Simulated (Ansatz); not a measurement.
A relaxation computed with Ansatz, from input to last step.

```yaml
crystal:
  lattice:
    - [1.6462479947, -2.1363710579, 0.0]
    - [1.6462479947, 2.1363710579, 0.0]
    - [0.0, 0.0, 6.2696227187]
  atoms:
    - { symbol: Ti, position: [0.0, 0.0, 0.25] }
    - { symbol: Ti, position: [0.0, 0.0, 0.75] }
    - { symbol: C, position: [0.25, 0.25, 0.0] }
    - { symbol: C, position: [0.75, 0.75, 0.0] }
basis:
  ecutwfc: 420
kpoints:
  mp_grid: { grid: [6, 6, 4] }
hamiltonian:
  xc: pbe
scf:
  occupations: { method: gaussian, width: 0.1 }
  lower_state_search: "off"
output:
  forces: true
  stress: true
  eigenvalues: true
relax:
  adjacent_minimum: "off"
  f_tol: 0.04
  max_steps: 70
  cell: { stress_tol: 0.4 }
```

```bash
ansatz run input.yaml --threads 1 --pin off --max-ram 2560MiB --backend cpu --events-out ev --progress --plain --runs-dir out
```

These are results of DFT PBE, scalar-relativistic, plane waves, PAW (Ansatz 0.2.0), not measurements.

Of 18 frames 10 are shown, positions in Å and forces in eV/Å; the SCF threshold varies from step to step. Steps run on the plane waves of an earlier cell, with a Pulay correction in the pressure. The basis is chosen afresh for the last frame, the zero of the energies, and at times for earlier ones too; energy and pressure step there, also at an unchanged geometry. Here that happened at step 13 (-43 meV/atom, 3.9 GPa); the frames before carry an error of that size. The mark taken_back stands on steps that the optimiser undid.

```xyz
4
Lattice="1.6462 -2.1364 0.0000 1.6462 2.1364 0.0000 0.0000 0.0000 6.2696" Properties=species:S:1:pos:R:3:forces:R:3 pbc="T T T" step=1 free_energy_over_end_meV_per_atom=1358.86 pressure_GPa=63.18
Ti    0.0000    0.0000    1.5674    0.0000    0.0000   10.4648
Ti    0.0000    0.0000    4.7022    0.0000    0.0000  -10.4648
C     0.8231    0.0000    0.0000    4.3218    0.0000    0.0000
C     2.4694    0.0000    0.0000   -4.3218    0.0000    0.0000
4
Lattice="1.6566 -2.3450 0.0000 1.6566 2.3450 0.0000 0.0000 0.0000 6.3108" Properties=species:S:1:pos:R:3:forces:R:3 pbc="T T T" step=3 free_energy_over_end_meV_per_atom=510.47 pressure_GPa=4.12
Ti    0.0000    0.0000    1.8237    0.0000    0.0000    1.2719
Ti    0.0000    0.0000    4.4871    0.0000    0.0000   -1.2719
C     0.8255    0.0000    0.0000   -0.1675    0.0000    0.0000
C     2.4876    0.0000    0.0000    0.1675    0.0000    0.0000
4
Lattice="1.5597 -2.5240 0.0000 1.5597 2.5240 0.0000 0.0000 0.0000 6.4676" Properties=species:S:1:pos:R:3:forces:R:3 pbc="T T T" step=5 free_energy_over_end_meV_per_atom=391.37 pressure_GPa=-4.35
Ti    0.0000    0.0000    1.9117    0.0000    0.0000    0.0317
Ti    0.0000    0.0000    4.5560    0.0000    0.0000   -0.0317
C     0.7684    0.0000    0.0000   -0.7787    0.0000    0.0000
C     2.3510    0.0000    0.0000    0.7787    0.0000    0.0000
4
Lattice="1.3972 -2.6297 0.0000 1.3972 2.6297 0.0000 0.0000 0.0000 6.7286" Properties=species:S:1:pos:R:3:forces:R:3 pbc="T T T" step=7 free_energy_over_end_meV_per_atom=173.39 pressure_GPa=-3.85
Ti    0.0000    0.0000    2.0266    0.0000    0.0000    0.7826
Ti    0.0000    0.0000    4.7020    0.0000    0.0000   -0.7826
C     0.6805    0.0000    0.0000    0.8896    0.0000    0.0000
C     2.1139    0.0000    0.0000   -0.8896    0.0000    0.0000
4
Lattice="1.3260 -2.6025 0.0000 1.3260 2.6025 0.0000 0.0000 0.0000 6.9482" Properties=species:S:1:pos:R:3:forces:R:3 pbc="T T T" step=9 free_energy_over_end_meV_per_atom=64.10 pressure_GPa=3.60
Ti    0.0000    0.0000    2.1321    0.0000    0.0000    0.1284
Ti    0.0000    0.0000    4.8162    0.0000    0.0000   -0.1284
C     0.6495    0.0000    0.0000    1.0988    0.0000    0.0000
C     2.0025    0.0000    0.0000   -1.0988    0.0000    0.0000
4
Lattice="1.3262 -2.6251 0.0000 1.3262 2.6251 0.0000 0.0000 0.0000 7.2617" Properties=species:S:1:pos:R:3:forces:R:3 pbc="T T T" step=10 free_energy_over_end_meV_per_atom=66.42 pressure_GPa=-4.15 taken_back
Ti    0.0000    0.0000    2.2135    0.0000    0.0000    0.0077
Ti    0.0000    0.0000    5.0483    0.0000    0.0000   -0.0077
C     0.6560    0.0000    0.0000   -0.1730    0.0000    0.0000
C     1.9964    0.0000    0.0000    0.1730    0.0000    0.0000
4
Lattice="1.3273 -2.6019 0.0000 1.3273 2.6019 0.0000 0.0000 0.0000 7.0898" Properties=species:S:1:pos:R:3:forces:R:3 pbc="T T T" step=12 free_energy_over_end_meV_per_atom=57.23 pressure_GPa=0.01
Ti    0.0000    0.0000    2.1736    0.0000    0.0000   -0.0012
Ti    0.0000    0.0000    4.9162    0.0000    0.0000    0.0012
C     0.6558    0.0000    0.0000    0.0008    0.0000    0.0000
C     1.9988    0.0000    0.0000   -0.0008    0.0000    0.0000
4
Lattice="1.3253 -2.6660 0.0000 1.3253 2.6660 0.0000 0.0000 0.0000 7.1426" Properties=species:S:1:pos:R:3:forces:R:3 pbc="T T T" step=14 free_energy_over_end_meV_per_atom=2.93 pressure_GPa=1.34
Ti    0.0000    0.0000    2.1857    0.0000    0.0000   -0.0243
Ti    0.0000    0.0000    4.9569    0.0000    0.0000    0.0243
C     0.6547    0.0000    0.0000   -0.0081    0.0000    0.0000
C     1.9960    0.0000    0.0000    0.0081    0.0000    0.0000
4
Lattice="1.3231 -2.7109 0.0000 1.3231 2.7109 0.0000 0.0000 0.0000 7.1699" Properties=species:S:1:pos:R:3:forces:R:3 pbc="T T T" step=16 free_energy_over_end_meV_per_atom=1.43 pressure_GPa=0.22 taken_back
Ti    0.0000    0.0000    2.1886    0.0000    0.0000    0.0030
Ti    0.0000    0.0000    4.9812    0.0000    0.0000   -0.0030
C     0.6536    0.0000    0.0000    0.0032    0.0000    0.0000
C     1.9927    0.0000    0.0000   -0.0032    0.0000    0.0000
4
Lattice="1.3241 -2.7110 0.0000 1.3241 2.7110 0.0000 0.0000 0.0000 7.1695" Properties=species:S:1:pos:R:3:forces:R:3 pbc="T T T" step=18 free_energy_over_end_meV_per_atom=0.00 pressure_GPa=0.02
Ti    0.0000    0.0000    2.1887    0.0000    0.0000   -0.0012
Ti    0.0000    0.0000    4.9808    0.0000    0.0000    0.0012
C     0.6541    0.0000    0.0000   -0.0005    0.0000    0.0000
C     1.9941    0.0000    0.0000    0.0005    0.0000    0.0000
```

The start is a random arrangement. At the end the space group is Cmmm (tolerance 0.05 Å).

It took 38 s on 1 thread of Intel(R) Xeon(R) 6975P-C (Granite Rapids) (shared host), peak memory 0.38 GiB.

The k mesh is coarse.